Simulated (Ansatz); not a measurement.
## Computed properties of NaI

```yaml
crystal:
  lattice:
    - [5.14527, 0.00000, 0.00000]
    - [-2.57263, 4.45593, 0.00000]
    - [0.00000, 0.00000, 8.00599]
  atoms:
    - { symbol: Na, position: [0.33333, 0.66667, 0.99367] }
    - { symbol: Na, position: [0.66667, 0.33333, 0.49367] }
    - { symbol: I, position: [0.33333, 0.66667, 0.38233] }
    - { symbol: I, position: [0.66667, 0.33333, 0.88233] }
```

Atom numbers follow the list: Na1, Na2, I3, I4.

The structure comes from a relaxation in the same program, started in the wurtzite type, and has space group P6_3mc. Whether it is a known phase or the ground state wasn't checked.

Spin–orbit coupling is left out, though it moves levels of the heavy atoms by tenths of an eV or more.

Methods: DFT, PBE, all-electron LAPW, scalar-relativistic (Ansatz 0.2.0); DFT, PBE, PAW with Ansatz's default frozen-core files, scalar-relativistic (Ansatz 0.2.0); DFT, PBE, all-electron PAW with datasets made for the crystal, scalar-relativistic (Ansatz 0.2.0).

For LAPW: a Γ-centred 10×10×6 k mesh, Fermi–Dirac smearing of 0.08 eV, basis error target 0.5 meV/atom, no spin polarisation. PAW takes a cutoff of 420 eV at this cell. The crystal-made all-electron datasets (AE datasets) take a cutoff of 260 eV at this cell. The Ansatz runs share mesh, smearing and spin set-up. Values come from LAPW unless marked.

No spin–orbit coupling: at heavy atoms the gradients can be off by tens of per cent for that reason.

```json
{
  "Volume per atom": "309.7 bohr³",
  "Pressure at this cell": "-0.01 GPa"
}
```

Give the computed value. Band gap.

3.71 eV, direct at Γ.

Predict this quantity. Löwdin charges (with 0.07 e of the cell spilling out of the atomic basis, so their sizes and signs hang on that basis).

Na1 0.65, I3 -0.61 e.

Give the computed value. Field gradients Vzz (crystal-made datasets).

Na1 0.09 (η = 0.00), I3 -1.10 (η = 0.00) in 10²¹ V/m².

Give the computed value. Bader charges (from the PAW run).

Na1 +0.85, I3 -0.85 e.
